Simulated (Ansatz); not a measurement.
Crystal: TiTe.

```xyz
2
Lattice="0.0000 3.0501 3.0501 3.0501 0.0000 3.0501 3.0501 3.0501 0.0000" Properties=species:S:1:pos:R:3 pbc="T T T"
Ti    3.0501    3.0501    3.0501
Te    0.0000    0.0000    0.0000
```

The cell comes from a database or a generator and needn't be the stable form of this composition.

Base run:

* Program: Ansatz 0.2.0
* Functional: r2SCAN
* Potentials or basis: Ansatz PAW
* Cutoff: 500 eV (not typed: the program's choice for these potentials)
* k mesh: 8 × 8 × 8
* Occupations: fermi-dirac, width 0.05 eV
* Spin: no spin polarisation
* Hubbard terms: Ti d U = 8 eV

Its results: band gap on the k mesh none (metal or under the smearing width); pressure -4.6 GPa.

After a change of settings the same cell gave: band gap on the k mesh none (metal or under the smearing width); pressure -8.9 GPa. Which change was it?
A. hubbard terms from Ti d U = 8 eV to Ti d U = 5 eV
B. hubbard terms from Ti d U = 8 eV to Ti d U = 3 eV
C. hubbard terms from Ti d U = 8 eV to none; hubbard projectors from ortho-atomic (the default) to none

B.

Caveats: U without spin polarisation on a metal has little footing; the PAW data sets come from PBE, with cores solved anew for the run's functional, which leaves a small shift of forces and pressure; the U is typed as a test and isn't derived for this compound.
